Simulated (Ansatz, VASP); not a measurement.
# Two plane-wave programs on TaN

```
Ta N
1.0
     2.92427    0.00000    0.00000
    -1.46214    2.53249    0.00000
     0.00000    0.00000    2.87017
Ta N
1 1
Direct
  0.33333 0.66667 0.50000
  0.00000 0.00000 0.00000
```

Alike in both runs: functional PBEsol; k mesh 18 × 18 × 14; occupations fermi-dirac, width 0.15 eV; no spin polarisation.

Ansatz relaxed the structure, and its values are those at the end. VASP's run is a single point on that final structure, the one shown.

```csv
,VASP,Ansatz
version,VASP 6.6.1,Ansatz 0.2.0
potentials or method,"VASP PAW PBE potentials, release 64 (Ta_pv, N)","scalar-relativistic, plane waves, PAW"
plane-wave cutoff (eV),520,420
valence electrons in the cell,16,18
```

VASP gave:

```
gap on the k mesh at the Fermi level (eV) : none
pressure (GPa)                            : 0.9
```

Problem. What did Ansatz give for the same quantities?

Solution. gap on the k mesh at the Fermi level (eV): none; pressure (GPa): 0.0.

A gap of «none» marks a metal or a gap that the smearing closes. The functional is the same, so the differences come from potentials, cutoffs and numerics. The two sets of potentials don't hold the same shells in valence.

Caveats: the PAW data sets were made with another functional, which shifts forces and pressure a little (VASP). The runs have no spin-orbit coupling, so splittings on Ta are missing.
